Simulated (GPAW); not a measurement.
Crystal: BP.

```
P B
1.0
     0.00000    2.26900    2.26900
     2.26900    0.00000    2.26900
     2.26900    2.26900    0.00000
P B
1 1
Direct
  0.25000 0.25000 0.25000
  0.00000 0.00000 0.00000
```

Base run:

- Program: GPAW 26.7.0
- Functional: PBEint
- Potentials or basis: PAW data sets generated in the run's folder for this functional
- Cutoff: 800 eV
- Basis: pw
- k mesh: 10 × 10 × 10
- Occupations: fermi-dirac, width 0.05 eV
- Spin: no spin polarisation

Its results: band gap on the k mesh 1.12 eV, indirect (least direct gap 3.35 eV); pressure -0.5 GPa.

**Question.** The run is repeated on the same cell with these changes: functional from PBEint to PBE. What comes out?

**Answer.** Band gap on the k mesh 1.24 eV, indirect (least direct gap 3.41 eV); pressure 1.4 GPa.

Not every run made on this cell is shown here.
